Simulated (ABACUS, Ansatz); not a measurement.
# K: equilibrium volume by level of theory

Symmetry: Im-3m, No. 229, cubic system. Conventional cell: a = 5.395 Å, b = 5.395 Å, c = 5.395 Å, α = 90.00°, β = 90.00°, γ = 90.00°.

```csv
rung,level,program and potentials,cutoff (eV),k mesh,smearing,task,spin,core time,chip,equilibrium volume (Å³/atom),miss,notes
GGA + dispersion,revPBE+D4,"Ansatz, all-electron LAPW, scalar-relativistic",-,7 × 7 × 7,fermi-dirac 0.05,relaxation of cell and atoms,off,2.2 s,Arm Neoverse V1,75.26,-0.8 %,-
GGA + dispersion,revPBE+D3(BJ),"Ansatz, all-electron LAPW, scalar-relativistic",-,7 × 7 × 7,fermi-dirac 0.05,relaxation of cell and atoms,off,2.3 s,Arm Neoverse V1,70.95,-6.5 %,-
GGA + dispersion,PBE+D4,"Ansatz, JTH PAW",690,7 × 7 × 7,fermi-dirac 0.1,relaxation of cell and atoms,off,8.4 s,Arm Neoverse V2,70.70,-6.8 %,-
GGA,PBEsol,"Ansatz, SSSP precision PAW",816,7 × 7 × 7,cold 0.01,relaxation of cell and atoms,"collinear, ferromagnetic start",8.5 s,AMD EPYC 9B45 Zen 5,70.07,-7.7 %,potentials made for PBE
GGA,PBE,"ABACUS, SPMS ONCV 1.0 PBE, plane waves",1007,6 × 6 × 6,fermi-dirac 0.05,equation of state,off,41 s,AMD EPYC 9R45 Zen 5,(a),?,fit through 4 volumes
GGA,PBEsol,"ABACUS, SPMS ONCV 1.0 PBE, plane waves",1007,6 × 6 × 6,fermi-dirac 0.05,relaxation of cell and atoms,off,90 s,Intel Xeon Platinum 8488C Sapphire Rapids,(b),?,potentials made for PBE
hybrid,HSE06,"Ansatz, Ansatz PAW polarizable",420,5 × 5 × 5,gaussian 0.05,equation of state,off,1.7 min,Arm Neoverse V2,75.61,-0.4 %,"potentials made for PBE, which Ansatz adapts in part"
GGA,HCTH407,"ABACUS, PseudoDojo NC SR 0.5 PBE standard, plane waves",1007,6 × 6 × 6,fermi-dirac 0.05,equation of state,off,6 min,Intel Xeon 6975P-C Granite Rapids,81.86,+7.9 %,potentials made for PBE
```

Times are single runs on shared hosts and different chips, so they are rough; meshes, cutoffs and the tasks' sizes weigh on the time. Smearing widths are in eV. For a metal such meshes aren't converged. Meshes differ between rows, which moves values too. Meshes are those of the run's cell of 1 atom unless a note names another. Relaxations start from the cell shown or near it and stop with a little pressure left. The cell shown, of 78.52 Å³ an atom, is the runs' start and not the measured value. Misses use the values as printed. Runs on faulty files, with rough fits or with known faults for this quantity aren't shown. No row holds spin-orbit coupling.

Measured: 75.88 Å³/atom at 293.15 K (a printed reference work). The runs are for a static lattice.

Q: Estimate the values left out from the other rows.

A: (a) 74.30 Å³/atom, miss -2.1 %; (b) 72.70 Å³/atom, miss -4.2 %.
